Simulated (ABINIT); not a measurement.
A run of ABINIT 10.8.3 (patched build) is set up as follows.

run.abi

```
# Datasets: ground state, then fixed potential
ndtset 2

# Pseudopotentials
pp_dirpath "./"
pseudos "Mg.LDA_PW-JTH.xml, O.LDA_PW-JTH.xml"

# Structure
acell 3*1.0 Angstrom
rprim
     0.0000000000     2.0970013927     2.0970013927
     2.0970013927     0.0000000000     2.0970013927
     2.0970013927     2.0970013927     0.0000000000
ntypat 2
znucl 12 8
natom 2
typat 1 2
xred
     0.0000000000     0.0000000000     0.0000000000
     0.5000000000     0.5000000000     0.5000000000

# Plane-wave basis
ecut 28.0
pawecutdg 50.0

# Exchange and correlation
ixc -208012
usekden 1
pawxcdev 0

# Bands and occupations
occopt 3
tsmear 0.00183747

# SCF cycle
nstep 100
diemix 0.3
optforces 0
optstress 0

# Output
iomode 3
prtwf 0
prteig 0
prtebands 0
enunit 1
prtden1 1
prtkden1 1

# Dataset 1
kptopt1 1
ngkpt1 11 11 11
nshiftk1 1
shiftk1 0.0 0.0 0.0
nband1 12
tolvrs1 1.0e-7

# Dataset 2: bands along G-X-W-K-G-L-U-W-L-K
iscf2 -2
getden2 1
getkden2 1
nband2 18
nbdbuf2 4
tolwfr2 1.0e-11
kptopt2 -9
ndivsm2 6
prteig2 1
kptbounds2
     0.0000000000     0.0000000000     0.0000000000
     0.5000000000     0.0000000000     0.5000000000
     0.5000000000     0.2500000000     0.7500000000
     0.3750000000     0.3750000000     0.7500000000
     0.0000000000     0.0000000000     0.0000000000
     0.5000000000     0.5000000000     0.5000000000
     0.6250000000     0.2500000000     0.6250000000
     0.5000000000     0.2500000000     0.7500000000
     0.5000000000     0.5000000000     0.5000000000
     0.3750000000     0.3750000000     0.7500000000
```

Potentials or basis: JTH PAW LDA v2.0.

Launch:

```bash
$ abinit run.abi > log 2>&1
```

**Question.** What does it give for the band gap along the path?

**Answer.** 7.07 eV, direct.

**Question.** What does it give for the band gap on the k mesh?

**Answer.** 7.07 eV, direct.

Levels at the corners of the path, in eV from the valence-band top:
| point | band 4 | band 5 | band 6 | band 7 | band 8 | band 9 | band 10 | band 11 | band 12 | band 13 |
| --- | --- | --- | --- | --- | --- | --- | --- | --- | --- | --- |
| Γ | -39.24 | -18.36 | 0.00 | 0.00 | 0.00 | 7.07 | 18.43 | 18.43 | 18.43 | 22.68 |
| X | -39.26 | -17.17 | -3.50 | -1.19 | -1.19 | 11.83 | 12.87 | 15.85 | 22.38 | 22.38 |
| W | -39.26 | -17.12 | -2.51 | -2.51 | -1.50 | 14.24 | 14.24 | 15.14 | 18.30 | 25.23 |
| K | -39.26 | -17.15 | -2.98 | -2.29 | -1.01 | 12.70 | 14.67 | 15.19 | 21.25 | 21.30 |
| Γ | -39.24 | -18.36 | 0.00 | 0.00 | 0.00 | 7.07 | 18.43 | 18.43 | 18.43 | 22.68 |
| L | -39.25 | -17.34 | -3.95 | -0.57 | -0.57 | 10.36 | 15.43 | 18.94 | 18.94 | 24.89 |
| U | -39.26 | -17.15 | -2.98 | -2.29 | -1.01 | 12.70 | 14.67 | 15.19 | 21.25 | 21.30 |
| W | -39.26 | -17.12 | -2.51 | -2.51 | -1.50 | 14.24 | 14.24 | 15.14 | 18.30 | 25.23 |
| L | -39.25 | -17.34 | -3.95 | -0.57 | -0.57 | 10.36 | 15.43 | 18.94 | 18.94 | 24.89 |
| K | -39.26 | -17.15 | -2.98 | -2.29 | -1.01 | 12.70 | 14.67 | 15.19 | 21.25 | 21.30 |

Caveat: the constant c of TB-mBJ comes from the pseudo density here, which moves gaps by up to 0.3 eV between sets of potentials.

**What was measured.**

From “Electronic structure of alkaline earth and post-transition metal oxides”, 2009, arxiv:0908.1581, for a bulk crystal of MgO: band gap 7.83 eV.

Against the measured gap of MgO, 7.83 eV (quoted in “Electronic structure of alkaline earth and post-transition metal oxides”, 2009, arxiv:0908.1581), the calculated 7.07 eV is off by -0.76 eV. The value is that of TB-mBJ, without temperature or zero-point motion. The cell is a database's relaxed one, not the measured one, which moves gaps too.
